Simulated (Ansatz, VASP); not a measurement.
**CaF2: VASP beside Ansatz**

```
Ca F
1.0
     0.00000    2.73125    2.73125
     2.73125    0.00000    2.73125
     2.73125    2.73125    0.00000
Ca F
1 2
Direct
  0.00000 0.00000 0.00000
  0.25000 0.25000 0.25000
  0.75000 0.75000 0.75000
```

Alike in both runs: task single point; functional PBE; k mesh 6 × 6 × 6; occupations gaussian, width 0.1 eV; no spin polarisation.

|  | VASP | Ansatz |
| --- | --- | --- |
| version | VASP 6.6.1 | Ansatz 0.2.0 |
| potentials or method | VASP PAW PBE potentials, release 64 (Ca_sv, F) | scalar-relativistic, plane waves, PAW |
| plane-wave cutoff (eV) | 520 | 420 |
| valence electrons in the cell | 24 | 24 |

```tsv
	VASP	Ansatz	Ansatz less VASP
gap on the k mesh at the Fermi level (eV)	7.28	7.30	+0.023
least direct gap on the mesh (eV)	7.53	7.55	+0.021
pressure (GPa)	2.4	2.2	-0.27
```

A k mesh can miss the band edges.
